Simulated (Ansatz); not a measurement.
# Molecular dynamics of HW$_{8}$C$_{8}$

Input:

```yaml
crystal:
  lattice:
    - [5.76414, 0.0, 0.0]
    - [-2.88207, 4.991892, 0.0]
    - [0.0, 0.0, 17.235805]
  atoms:
    - { symbol: W, position: [0.0, 0.0, 0.0580188] }
    - { symbol: C, position: [0.33335578, 0.16673213, 0.13469864] }
    - { symbol: W, position: [0.00020824, -0.00059881, 0.22448812] }
    - { symbol: C, position: [0.33168936, 0.16345316, 0.28982849] }
    - { symbol: W, position: [0.0, 0.5, 0.0580188] }
    - { symbol: C, position: [0.33332253, 0.66652402, 0.13471443] }
    - { symbol: W, position: [0.00017919, 0.50041947, 0.22452647] }
    - { symbol: C, position: [0.3317269, 0.66781371, 0.28985118] }
    - { symbol: W, position: [0.5, 0.0, 0.0580188] }
    - { symbol: C, position: [0.83327943, 0.16659012, 0.13575844] }
    - { symbol: W, position: [0.49911552, -0.00060494, 0.22448163] }
    - { symbol: C, position: [0.8329991, 0.16612705, 0.29691079] }
    - { symbol: W, position: [0.5, 0.5, 0.0580188] }
    - { symbol: C, position: [0.83318758, 0.66652122, 0.13471431] }
    - { symbol: W, position: [0.49987171, 0.49978516, 0.22466905] }
    - { symbol: C, position: [0.8359921, 0.66780514, 0.28985639] }
    - { symbol: H, position: [0.83222535, 1.16485256, 0.36024241] }
basis:
  ecutwfc: 420.0
kpoints:
  mp_grid: { grid: [3, 3, 1] }
hamiltonian:
  xc: pbe
scf:
  occupations: { method: fermi_dirac, width: 0.05 }
  lower_state_search: "off"
md:
  timestep: 0.75
  n_steps: 190
  ensemble: nvt_nose_hoover
  temperature: 300.0
  initial_velocities: maxwell_boltzmann
  seed: 308010
  nose_hoover: { tau: 100.0, chain_length: 3 }
  constraints: [{ sites: [0, 4, 8, 12] }]
```

Launched with:

```bash
$ ansatz run input.yaml --threads 2 --pin off --max-ram 5120MiB --backend cpu --events-out ev --progress --plain --runs-dir out
```

It starts from a relaxed structure.

Output, in part (step lines):

```
md step     0: t =     0.00 fs  T =   300.0 K  F+E_penalty+E_count = -85088.56650058 eV  E_kin = 0.504114 eV  conserved = -85088.06238659 eV  (10 SCF iters)
md step     1: t =     0.75 fs  T =   297.6 K  F+E_penalty+E_count = -85088.56243080 eV  E_kin = 0.500107 eV  conserved = -85088.06232337 eV  (7 SCF iters)
md step     2: t =     1.50 fs  T =   290.8 K  F+E_penalty+E_count = -85088.55083953 eV  E_kin = 0.488663 eV  conserved = -85088.06217759 eV  (7 SCF iters)
md step     3: t =     2.25 fs  T =   280.9 K  F+E_penalty+E_count = -85088.53401329 eV  E_kin = 0.471977 eV  conserved = -85088.06203960 eV  (7 SCF iters)
md step     4: t =     3.00 fs  T =   269.1 K  F+E_penalty+E_count = -85088.51414000 eV  E_kin = 0.452172 eV  conserved = -85088.06197697 eV  (7 SCF iters)
md step     5: t =     3.75 fs  T =   256.0 K  F+E_penalty+E_count = -85088.49224023 eV  E_kin = 0.430254 eV  conserved = -85088.06200513 eV  (4 SCF iters)
md step     6: t =     4.50 fs  T =   241.5 K  F+E_penalty+E_count = -85088.46791719 eV  E_kin = 0.405870 eV  conserved = -85088.06208271 eV  (4 SCF iters)
md step     7: t =     5.25 fs  T =   224.9 K  F+E_penalty+E_count = -85088.44001970 eV  E_kin = 0.377953 eV  conserved = -85088.06212710 eV  (3 SCF iters)
[... lines left out ...]
md step   189: t =   141.75 fs  T =   190.4 K  F+E_penalty+E_count = -85088.17960271 eV  E_kin = 0.319990 eV  conserved = -85088.06137664 eV  (3 SCF iters)
md step   190: t =   142.50 fs  T =   197.8 K  F+E_penalty+E_count = -85088.19103455 eV  E_kin = 0.332396 eV  conserved = -85088.06145352 eV  (7 SCF iters)
```

The steps, from the saved trajectory:

| time (fs) | T (K) | potential energy less start (eV) | conserved less start (meV/atom) |
| --- | --- | --- | --- |
| 0 | 300 | 0.000 | 0.00 |
| 4.5 | 242 | 0.099 | 0.02 |
| 9 | 131 | 0.285 | 0.05 |
| 13.5 | 94 | 0.348 | 0.06 |
| 18 | 159 | 0.239 | 0.04 |
| 22.5 | 223 | 0.134 | 0.01 |
| 27 | 201 | 0.174 | 0.01 |
| 31.5 | 120 | 0.314 | 0.03 |
| 36 | 64 | 0.410 | 0.05 |
| 40.5 | 77 | 0.390 | 0.05 |
| 45 | 121 | 0.319 | 0.04 |
| 49.5 | 143 | 0.286 | 0.02 |
| 54 | 131 | 0.314 | 0.03 |
| 58.5 | 121 | 0.335 | 0.03 |
| 63 | 143 | 0.304 | 0.04 |
| 67.5 | 177 | 0.256 | 0.04 |
| 72 | 186 | 0.252 | 0.04 |
| 76.5 | 167 | 0.293 | 0.04 |
| 81 | 160 | 0.314 | 0.04 |
| 85.5 | 191 | 0.271 | 0.03 |
| 90 | 241 | 0.200 | 0.03 |
| 94.5 | 257 | 0.186 | 0.04 |
| 99 | 222 | 0.258 | 0.05 |
| 103.5 | 179 | 0.341 | 0.05 |
| 108 | 175 | 0.354 | 0.04 |
| 112.5 | 210 | 0.305 | 0.03 |
| 117 | 238 | 0.267 | 0.03 |
| 121.5 | 236 | 0.280 | 0.04 |
| 126 | 213 | 0.328 | 0.06 |
| 130.5 | 182 | 0.386 | 0.06 |
| 135 | 166 | 0.420 | 0.05 |
| 139.5 | 179 | 0.403 | 0.04 |

All steps were run. The conserved energy stayed within 0.066 meV per atom of its start (net change 0.055 meV per atom), so the integration is sound. The mean temperature of the second half is 33 % below the set value. A run of 0.14 ps of so small a system gives no equilibrium averages. Limits of this set-up: thin slab, slab without dipole correction, odd electron count without spin, open-shell adsorbate without spin, a typed lattice constant that wasn't relaxed here.

Mean squared displacements from the first frame to the last: W 0.00 Å², C 0.00 Å², H 0.03 Å².

Last frame:

```xyz
17
Lattice="5.7641 0.0000 0.0000 -2.8821 4.9919 0.0000 0.0000 0.0000 17.2358" Properties=species:S:1:pos:R:3
W 0.000 0.000 1.000
C 1.476 0.847 2.356
W 0.043 0.006 3.922
C 1.406 0.813 5.040
W -1.441 2.496 1.000
C 0.019 3.381 2.333
W -1.459 2.446 3.878
C 0.018 3.307 4.965
W 2.882 0.000 1.000
C 4.306 0.804 2.345
W 2.868 -0.022 3.955
C 4.391 0.862 5.152
W 1.441 2.496 1.000
C 2.871 3.335 2.353
W 1.435 2.526 3.855
C 2.879 3.315 4.957
H 1.534 5.957 6.262
```

Run time: 23 min on 2 threads of Arm Neoverse V1 (shared host), peak memory 0.92 GiB.
